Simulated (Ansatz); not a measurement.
# Yb under changes of volume

One of the cells (41.626 Å³/atom); the others are scaled copies at fixed shape and fractional positions:

```
Yb
1.0
     3.87990    0.00000    0.00000
    -1.93995    3.36009    0.00000
     0.00000    0.00000    6.38590
Yb
2
Direct
  0.66667 0.33333 0.75000
  0.33333 0.66667 0.25000
```

This isn't the form of Yb at room conditions, which is fcc.

| Quantity | Value |
| --- | --- |
| Program | Ansatz 0.2.0 |
| Functional | LDA |
| Potentials or basis | Ansatz PAW |
| Cutoff | 420 eV (not typed: the program's choice for these potentials) |
| k mesh | 8 × 8 × 4 |
| Occupations | fermi-dirac, width 0.05 eV |
| Spin | collinear spin, ferromagnetic start |
| Starting moments | [1.0, 1.0] μB |

```csv
volume (Å³/atom),energy over the lowest point (meV/atom),pressure (GPa)
39.128,0.00,-4.1
39.961,21.81,-4.2
40.793,?,?
41.626,67.07,-4.4
42.458,90.35,-4.5
43.291,113.96,-4.6
44.123,137.84,-4.6
```

Problem. What does the run at 40.793 Å³/atom give?

Solution. Energy over the lowest point 44.19 meV/atom; pressure -4.4 GPa.

Worked out: A Birch-Murnaghan fit of order 3 (a polynomial in V^(-2/3)) to the other rows has no minimum within the range. It gives 44.18 meV/atom at 40.793 Å³/atom, against the run's 44.19, and -dE/dV = -4.4 GPa, against -4.4.

Energies are extrapolated to zero smearing.

Caveats: the PAW data sets come from PBE, with cores solved anew for the run's functional, which leaves a small shift of forces and pressure; the starting moments weren't kept.
